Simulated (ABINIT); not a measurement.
The system is BaTiO3.

```
Ba Ti O
1.0
     4.00600    0.00000    0.00000
     0.00000    4.00600    0.00000
     0.00000    0.00000    4.00600
Ba Ti O
1 1 3
Cartesian
  2.0030 2.0030 2.0030
  0.0000 0.0000 0.0000
  0.0000 0.0000 2.0030
  0.0000 2.0030 0.0000
  2.0030 0.0000 0.0000
```

Base run:

| Quantity | Value |
| --- | --- |
| Program | ABINIT 10.8.3 (patched build) |
| Functional | PBE |
| Potentials or basis | JTH PAW PBE v2.0 |
| Cutoff | 626 eV |
| k mesh | 7 × 7 × 7 |
| Occupations | fermi-dirac, width 0.05 eV |
| Spin | no spin polarisation |

Its results: band gap on the k mesh 1.82 eV, indirect (least direct gap 1.90 eV); pressure 2.8 GPa.

Question: The run is repeated on the same cell with these changes: functional from PBE to PBEsol. What comes out?

Answer: Band gap on the k mesh 1.77 eV, indirect (least direct gap 1.85 eV); pressure -3.3 GPa.

PBEsol binds more tightly than PBE, so the same cell stands under less pressure.

Caveats: this set's barium file shifts pressures by 1.5 GPa and gaps by 0.1 eV against other sets; spin-orbit coupling is left out, which moves the levels of the heavy elements; an odd mesh through Γ misses points on the zone boundary, where band edges often lie (some runs); the PAW data sets were made with another functional, which shifts forces and pressure a little (some runs).
